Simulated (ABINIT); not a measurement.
# Quasiparticle gap of KBr (Fm-3m) in ABINIT, part 3 of 3

How does a plane-wave GW calculation on KBr (Fm-3m) run from the first input to the gap?

ABINIT 10.8.3; PBE and many-body steps on it, plane waves. Known limits of the many-body steps: not at the basis limit; no spin-orbit coupling.

So far. Step 4 (Empty states on the mesh, 4×4×4 mesh, 298 bands): On this mesh the gap is 4.436 eV. Step 5 (Screening, 4×4×4 mesh, 290 bands, screening to 209.5 eV): Local fields lower ε∞ by 17 %.

### 6. Self-energy, 4×4×4 mesh, 290 bands, screening to 209.5 eV

The self-energy is evaluated for the states that the input lists, and the levels follow from it, in one-shot runs by the linearised quasiparticle equation.

This step: G0W0 on PBE, plane waves, norm-conserving pseudopotentials.

Contents of run.abi:

```
acell 3*1.0 Angstrom
rprim 
  0.000000000000 3.300000000000 3.300000000000
  3.300000000000 -0.000000000000 3.300000000000
  3.300000000000 3.300000000000 0.000000000000
ntypat 2
znucl 19 35
natom 2
typat 1 2
xred 
  0.000000000000 0.000000000000 0.000000000000
  0.500000000000 0.500000000000 0.500000000000
pp_dirpath "pseudos"
pseudos "K.upf, Br.upf"
ecut 33
ngkpt 4 4 4
nshiftk 1
shiftk 0 0 0
kptopt 1
chksymbreak 0
istwfk *1
occopt 1
irdwfk 1
optdriver 4
nband 290
gwcalctyp 0
ecutsigx 33
symsigma 1
nkptgw 1
kptgw 
  0.0000000000 0.0000000000 0.0000000000
bdgw 
  6 12
ecuteps 7.7
irdscr 1
ppmodel 1
indata_prefix "in"
outdata_prefix "out"
tmpdata_prefix "tmp"
```

On the command line:

```
> OMP_NUM_THREADS=1 mpirun -n 4 abinit run.abi > log
```

Numbers of over 12 decimals in the logs are rounded to 6 here.

What it wrote:

```text
.Version 10.8.3 of ABINIT. v10.8.2 released Aug 2026.

 Symmetries : space group Fm -3 m (#225); Bravais cF (face-center cubic)
[... echo of the input left out ...]
== DATASET  1 ==================================================================
-   mpi_nproc: 4, omp_nthreads: 1 (-1 if OMP is not activated)

--- !DatasetInfo
iteration_state: {dtset: 1, }
dimensions: {natom: 2, nkpt: 8, mband: 290, nsppol: 1, nspinor: 1, nspden: 1, mpw: 4477, }
cutoff_energies: {ecut:  33.0, pawecutdg:  -1.0, }
electrons: {nelect:   1.60000000E+01, charge:   0.00000000E+00, occopt:   1.00000000E+00, tsmear:   1.00000000E-02, }

 SIGMA: Calculation of the GW corrections

 Based on a program developped by R.W. Godby, V. Olevano, G. Onida, and L. Reining.
 Incorporated in ABINIT by V. Olevano, G.-M. Rignanese, and M. Torrent.
.Using double precision arithmetic ; gwpc =  8

[... cell and pseudopotentials left out ...]
--------------------------------------------------------------------------------

 ==== K-mesh for the wavefunctions ====
 Number of points in the irreducible wedge :     8
[... list of points left out ...]
 Together with 48 symmetry operations and time-reversal symmetry
 yields    64 points in the full Brillouin Zone.

 ==== Q-mesh for screening function ====
 Number of points in the irreducible wedge :     8
[... list of points left out ...]
 Together with 48 symmetry operations and time-reversal symmetry
 yields    64 points in the full Brillouin Zone.

 vcoul_init : cutoff-mode = AUXILIARY_FUNCTION
 q-points for optical limit:   1
     1)      0.000010    0.000020    0.000030
 setmesh: FFT mesh size selected  =    45x   45x   45
          total number of points  =        91125

 Number of electrons calculated from density =   16.0000; Expected =   16.0000
 average of density, n =  0.032988
 r_s =    1.9343
 omega_plasma =   17.5199 [eV]

 === KS Band Gaps ===
  >>>> For spin  1
   Minimum direct gap =   4.4359 [eV], located at k-point      :   0.0000  0.0000  0.0000
   Fundamental gap    =   4.4359 [eV], Top of valence bands at :   0.0000  0.0000  0.0000
                                       Bottom of conduction at :   0.0000  0.0000  0.0000
 SIGMA fundamental parameters:
 PLASMON POLE MODEL  1
 number of plane-waves for SigmaX                 4477
 number of plane-waves for SigmaC and W            531
 number of plane-waves for wavefunctions          4477
 number of bands                                   290
 number of independent spin polarizations            1
 number of spinorial components                      1
 number of k-points in IBZ                           8
 number of q-points in IBZ                           8
 number of symmetry operations                      48
 number of k-points in BZ                           64
 number of q-points in BZ                           64
 number of frequencies for dSigma/dE                 9
 frequency step for dSigma/dE [eV]                0.25
 number of omega for Sigma on real axis              0
 max omega for Sigma on real axis  [eV]           0.00
 zcut for avoiding poles [eV]                     0.10

 EPSILON^-1 parameters (SCR file):
 dimension of the eps^-1 matrix on file            531
 dimension of the eps^-1 matrix used               531
 number of plane-waves for wavefunctions          4477
 number of bands                                   290
 number of q-points in IBZ                           8
 number of frequencies                               2
 number of real frequencies                          1
 number of imag frequencies                          1

 matrix elements of self-energy operator (all in [eV])

 Perturbative Calculation

--- !SelfEnergy_ee
iteration_state: {dtset: 1, }
kpoint     : [   0.000,    0.000,    0.000, ]
spin       : 1
KS_gap     :    4.436
QP_gap     :    6.974
Delta_QP_KS:    2.538
data: !SigmaeeData |
     Band     E0 <VxcDFT>   SigX SigC(E0)      Z dSigC/dE  Sig(E)    E-E0       E
        6  -0.010 -12.760 -16.565   1.412   0.813  -0.229 -14.707  -1.946  -1.956
        7  -0.010 -12.760 -16.565   1.412   0.813  -0.229 -14.707  -1.946  -1.956
        8  -0.010 -12.760 -16.565   1.412   0.813  -0.229 -14.707  -1.946  -1.956
        9   4.426  -6.661  -3.089  -2.886   0.865  -0.157  -6.069   0.592   5.018
       10   7.598  -8.409  -3.762  -3.099   0.858  -0.165  -7.080   1.329   8.927
       11   7.598  -8.409  -3.762  -3.099   0.858  -0.165  -7.080   1.329   8.927
       12   7.598  -8.409  -3.762  -3.099   0.858  -0.165  -7.080   1.329   8.927

== END DATASET(S) ==============================================================
================================================================================

 -outvars: echo values of variables after computation  --------
           etotal      0.0000000000E+00
            nband         290
             nkpt           8
          spgroup         225
 [... the other variables as echoed above ...]

 Calculation completed.
```

Wall time 39 s (4 MPI ranks of Intel Xeon 6975P-C (Granite Rapids), shared host); peak memory 2.8 GiB; 2.6 min of CPU time.

This step gave:

```
G0W0 gap on the points computed              : 6.974 eV
starting gap on the mesh                     : 4.436 eV
k of the valence top                         : 0, 0, 0
k of the conduction bottom                   : 0, 0, 0
Z at the valence top                         : 0.813
Z at the conduction bottom                   : 0.865
least direct G0W0 gap on the computed points : 6.974 eV
```

The gap on the mesh goes from 4.44 eV to 6.97 eV, a correction of +2.54 eV.

Limits: finite bands, cutoff and mesh; no spin-orbit coupling. v1 is the top filled band, c1 the lowest empty one. The levels before and after the correction (eV, zero at the valence-band top of each column):

|  | conduction bottom | valence top |
| --- | --- | --- |
| Kohn-Sham | 4.44 | 0.00 |
| G0W0 | 6.97 | 0.00 |

|  | level | energy (eV) |
| --- | --- | --- |
| Kohn-Sham | Γ v3-v1 | 0.000 |
| Kohn-Sham | Γ c1 | 4.436 |
| Kohn-Sham | Γ c2-c4 | 7.608 |
| G0W0 | Γ v3-v1 | 0.000 |
| G0W0 | Γ c1 | 6.974 |
| G0W0 | Γ c2-c4 | 10.883 |

### 7. Where the time went

Times are wall times on 4 MPI ranks of Intel Xeon 6975P-C (Granite Rapids), shared host, good to a factor of about two.

```csv
step,time,share,memory (GiB)
ground state,7.2 s,3 %,0.38
bands along the symmetry lines,15 s,7 %,0.35
empty states on the mesh,75 s,34 %,4.5
screening,86 s,39 %,2.5
self-energy,39 s,18 %,2.8
```

### 8. What came out

```json
{
  "PBE gap": "4.44 eV, direct",
  "G0W0 gap on the mesh": "6.97 eV",
  "GW settings": "4×4×4 mesh, 290 bands, screening to 209.5 eV, Godby-Needs plasmon pole",
  "known limits": "not at the basis limit; no spin-orbit coupling"
}
```

In words: G0W0 moves the gap on the mesh from 4.44 eV to 6.97 eV (+2.54 eV), with Z of 0.81 and 0.86 at the edges. Local fields lower the RPA ε∞ on this mesh from 2.85 to 2.37. Only 1 of the mesh's irreducible points was corrected, so a valley elsewhere could overtake. Bands and cutoff are finite, so the gap is not at the basis limit. The miss can reach some tenths of an eV and take either sign; the mesh is an error of its own. In the G0W0 run levels were corrected at 1 k point alone, so a gap called «on the mesh» is the least over those, and an edge elsewhere would be missed. The many-body steps are scalar-relativistic: spin-orbit coupling is not in them.

[Paths, hosts, dates, memory and timing lines, banners, echoed tables and standing remarks are left out of the program output.]

[Logs are printed without paths, hosts, clocks, repeated set-up lines and the standing remarks that a program may print on its own settings, such as how far it seeks lower states.]

[Runs of the session that timed out or met a known fault of the program may be left out.]

[Hosts, paths, dates, database ids (printed as entryN), source tags and the programs' standing remarks are cut or masked in the printed files.]

[G0W0 gaps are taken among the corrected bands and points alone; a level outside them can change the order at an edge.]

[Where Ansatz stands beside ABINIT at settings called matched, ABINIT's density can come from a denser mesh and the files from another edition; pairs whose starting gaps differed by over 0.03 eV were left out, so agreement reads better than it is.]
